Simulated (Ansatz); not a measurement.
W (simple hexagonal type), DFT, PBE, norm-conserving pseudopotentials, Ansatz's default files, scalar-relativistic (Ansatz 0.2.0), on 1 thread of Arm Neoverse V1 (shared host).

Command: `ansatz run input.yaml --threads 1 --pin off --max-ram 2048MiB --backend cpu --events-out ev --progress --plain --runs-dir out`

```yaml
crystal:
  lattice:
    - [2.0506427178, 0.0, 0.0]
    - [-1.0253213589, 1.7759086877, 0.0]
    - [0.0, 0.0, 1.9228456848]
  atoms:
    - { symbol: W, position: [0.0, 0.0, 0.0] }
kpoints:
  mp_grid: { grid: [18, 18, 16] }
scf:
  occupations: { method: fermi_dirac, width: 0.08 }
hamiltonian:
  xc: pbe
  pseudopotentials: { kind: nc }
output:
  forces: true
  stress: true
  eigenvalues: true
```

Task: How large is the problem that the program sets up?

Result: 333 irreducible k-points, 525 plane waves at Γ, 11 bands.

Task: About how long does it take?

Result: 4.8 s of wall time for 5 SCF iterations. Times on shared machines scatter by tens of per cent.
